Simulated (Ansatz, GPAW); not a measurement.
**SrO: programs and potentials compared**

```
Sr O
1.0
     0.00000    2.56630    2.56630
     2.56630    0.00000    2.56630
     2.56630    2.56630    0.00000
Sr O
1 1
Direct
  0.50000 0.50000 0.50000
  0.00000 0.00000 0.00000
```

Alike in all runs: task single point; functional PBE; k mesh 9 × 9 × 9; occupations gaussian, width 0.02 eV; no spin polarisation; no spin-orbit coupling. Pressure is positive in compression and, in plane waves, holds the error of the finite cutoff, which Ansatz's Pulay term estimates and takes out.

```tsv
program and potentials	plane-wave cutoff (eV)	notes	pressure (GPa)
Ansatz, Ansatz PAW	420	Pulay term of +0.37 GPa included	3.32
Ansatz, all-electron LAPW, scalar-relativistic	-	-	?
GPAW, GPAW PAW data sets (gpaw-data 1.2.1)	800	-	3.83
```

**Question.** Estimate from the other rows what the run with Ansatz, all-electron LAPW, scalar-relativistic gave.

**Answer.** Pressure 3.33 GPa. The other rows, which needn't bracket it: pressure 3.32 to 3.83.
